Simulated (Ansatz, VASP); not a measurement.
**One calculation of Si, two programs**

The input INCAR:

```
SYSTEM = Si
PREC = Accurate ; ENCUT = 520
EDIFF = 1E-6 ; ISMEAR = 0
SIGMA = 0.1 ; LREAL = .False.
LASPH = .True. ; NELM = 80
ALGO = Normal ; ISIF = 2
LWAVE = .False. ; LCHARG = .False.
NBANDS = 11
```

KPOINTS

```
Automatic mesh
0
Gamma
  11 11 11
  0 0 0
```

The input POSCAR:

```
Si
1.0
   -2.3713723045      2.3713723045      1.3292653899
    2.3713723045     -2.3713723045      1.3292653899
    2.3713723045      2.3713723045     -1.3292653899
Si
2
Direct
    0.5000000000      0.5000000000      0.0000000000
    0.2500000000      0.7500000000      0.5000000000
```

The input input.yaml:

```yaml
crystal:
  lattice:
    - [-2.3713723045, 2.3713723045, 1.3292653899]
    - [2.3713723045, -2.3713723045, 1.3292653899]
    - [2.3713723045, 2.3713723045, -1.3292653899]
  atoms:
    - { symbol: Si, position: [0.5, 0.5, 0.0] }
    - { symbol: Si, position: [0.25, 0.75, 0.5] }
kpoints:
  mp_grid: { grid: [11, 11, 11] }
  band_path:
    path:
      - [0.0, 0.0, 0.0]
      - [0.0, 0.0, 0.5]
      - [-0.5, 0.5, 0.5]
      - [0.0, 0.0, 0.0]
      - [0.3285532063, 0.3285532063, -0.3285532063]
      - [0.25, 0.25, 0.25]
      - [0.0, 0.5, 0.0]
      - [-0.3285532063, 0.6714467937, 0.3285532063]
    npoints: 10
scf:
  occupations: { method: gaussian, width: 0.1 }
hamiltonian:
  xc: lda
  pseudopotentials: { kind: all_electron, lapw: { basis_error: 0.001 } }
output:
  forces: true
  stress: true
  eigenvalues: true
```

This isn't the form of Si at room conditions, which is diamond.

Alike in both runs: functional LDA; k mesh 11 × 11 × 11; occupations gaussian, width 0.1 eV; no spin polarisation.

|  | VASP | Ansatz |
| --- | --- | --- |
| version | VASP 6.6.1 | Ansatz 0.2.0 |
| potentials or method | VASP PAW LDA potentials, release 64 (Si) | all-electron LAPW, scalar-relativistic |
| plane-wave cutoff (eV) | 520 | see its input |
| task | single point | band structure |

```csv
,VASP,Ansatz,Ansatz less VASP
gap on the k mesh at the Fermi level (eV),none,none,-
pressure (GPa),-0.8,-0.9,-0.08
largest component of the traceless stress (GPa),0.82,0.78,-0.039
```

A gap of «none» marks a metal or a gap that the smearing closes. Ansatz ran all-electron here, so the differences hold the error of VASP's frozen core and of both bases.
